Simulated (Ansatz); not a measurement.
WS2 (layers cut from the bulk crystal), computed twice by G0W0.

The cell holds 9 atoms: 6 S and 3 W. Its edges and angles: a = 3.156 Å, b = 3.156 Å, c = 53.800 Å, α = 90.0°, β = 90.0°, γ = 120.0°. It derives from WS2. Regions: layer 1, 3 atoms (2 S and 1 W); layer 2, 3 atoms (2 S and 1 W); layer 3, 3 atoms (2 S and 1 W). Vacuum lies along c.

```xyz
9
Lattice="3.1561 0.0000 0.0000 -1.5781 2.7333 0.0000 0.0000 0.0000 53.8000" Properties=species:S:1:pos:R:3
S     1.5781    0.9111   19.2491
W     0.0000    1.8222   20.8258
S     1.5781    0.9111   22.4007
S     0.0000    1.8222   25.3258
W     1.5781    0.9111   26.9000
S     0.0000    1.8222   28.4742
S     1.5781    0.9111   31.3993
W     0.0000    1.8222   32.9742
S     1.5781    0.9111   34.5509
```

The structure was relaxed with PBE-D3(BJ). The runs that relaxed it are not among those shown. Spin-orbit coupling is left out unless a run names it.

The first (Ansatz 0.2.0; start PBE, 9×9×1 mesh, 617 empty bands, screening to 70 eV, PAW set soft_1 files; 1 × NVIDIA H100 80GB HBM3 (shared by 6 runs) with 2 threads of AMD EPYC 7R13 (Zen 3), shared host) gave, on its mesh: starting gap 1.23 eV, G0W0 gap 1.72 eV, mean of 1 + 4πα/V (set by the cell height) 4.01, 1.9 min.

**Question.** The second changes empty bands from 617 to 246 and screening cutoff (eV) from 70.0 to 38. What does it give?

It gave: starting gap 1.23 eV, G0W0 gap 1.67 eV, mean of 1 + 4πα/V (set by the cell height) 4.03, 56 s. The G0W0 gap moves by −0.05 eV, +0.00 eV from the start and −0.05 eV from the correction. Σc changes by +0.35 eV at the valence top and +0.30 eV at the conduction bottom, and Σx − Vxc between them by +0.00 eV.

Limits: not at the basis limit; coarse mesh for a sheet; no spin-orbit coupling.

[Paths, hosts, dates, memory and timing lines, banners, echoed tables and standing remarks are left out of the program output.]

[Logs are printed without paths, hosts, clocks, repeated set-up lines and the standing remarks that a program may print on its own settings, such as how far it seeks lower states.]

[Runs of the session that timed out or met a known fault of the program may be left out.]

[Cells called generated may have been cut or substituted from an entry of the Crystallography Open Database or the Materials Project.]

[Hosts, paths, dates, database ids (printed as entryN), source tags and the programs' standing remarks are cut or masked in the printed files.]
